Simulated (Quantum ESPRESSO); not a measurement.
**TiO2 (Anatase) under changes of volume**

One of the cells (11.354 Å³/atom); the others are scaled copies at fixed shape and fractional positions:

```
Ti O
1.0
    -1.89210    1.89210    4.75730
     1.89210   -1.89210    4.75730
     1.89210    1.89210   -4.75730
Ti O
2 4
Cartesian
  0.0000 1.8921 2.3786
  0.0000 0.0000 0.0000
  0.0000 0.0000 7.5346
  0.0000 1.8921 0.3987
  0.0000 1.8921 4.3586
  0.0000 0.0000 1.9800
```

| Quantity | Value |
| --- | --- |
| Program | Quantum ESPRESSO 7.5 |
| Functional | PBE |
| Potentials or basis | GBRV 1.5 PBE |
| Cutoff | 612 eV |
| Density cutoff | 4898 eV |
| k mesh | 10 × 10 × 10 |
| Occupations | fermi-dirac, width 0.05 eV |
| Spin | no spin polarisation |

```csv
volume (Å³/atom),energy over the lowest point (meV/atom),pressure (GPa),gap on the mesh (eV),largest force (eV/Å)
10.673,61.35,21.6,2.28,0.521
10.900,34.75,15.7,2.23,0.375
11.127,?,?,?,?
11.354,4.82,5.5,2.14,0.114
11.581,0.00,1.1,2.09,0.003
11.808,1.07,-2.8,2.05,0.111
12.035,7.46,-6.4,2.00,0.212
```

What does the run at 11.127 Å³/atom give?

Energy over the lowest point 16.17 meV/atom; pressure 10.3 GPa; gap on the mesh 2.18 eV; largest force 0.240 eV/Å.

Worked out: A Birch-Murnaghan fit of order 3 (a polynomial in V^(-2/3)) to the other rows has its minimum at 11.65 Å³/atom with B0 = V·E''(V) = 207 GPa and B' = 4.2 at fixed shape and positions, which overstates the stiffness. It gives 16.17 meV/atom at 11.127 Å³/atom, against the run's 16.17, and -dE/dV = 10.5 GPa, against 10.3. A straight line through the other rows of the gap, of slope -2.31 eV per unit of ln V, gives 2.18 eV, against the run's 2.18.

Energies are extrapolated to zero smearing.

A mesh can miss the band edges.
